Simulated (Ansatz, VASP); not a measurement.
One calculation of GaSb, two programs

```
CELL_PARAMETERS angstrom
-2.75343 2.75343 1.59071
2.75343 -2.75343 1.59071
2.75343 2.75343 -1.59071
ATOMIC_POSITIONS crystal
Ga 0.25000 0.75000 0.50000
Sb 0.00000 0.00000 0.00000
```

Measurements of this composition are mostly on another form, of space group No. 216.

Alike in both runs: task relaxation of cell and atoms; functional PBE; k mesh 16 × 16 × 16; occupations gaussian, width 0.1 eV; no spin polarisation.

```csv
,VASP,Ansatz
version,VASP 6.6.1,Ansatz 0.2.0
potentials or method,"VASP PAW PBE potentials, release 64 (Ga_d, Sb)","scalar-relativistic, plane waves, PAW"
plane-wave cutoff (eV),600,420
valence electrons in the cell,18,28
```

```tsv
	VASP	Ansatz	Ansatz less VASP
gap on the k mesh at the Fermi level, each at its own relaxed structure (eV)	none	none	-
relaxed volume (Å³/atom)	24.19	24.19	-0.002
relaxed cell length with the largest relative difference (Å)	4.220	4.219	-0.0011
```

A gap of «none» marks a metal or a gap that the smearing closes. The two sets of potentials don't hold the same shells in valence.

Spin-orbit coupling is left out, which matters for the levels of Sb.
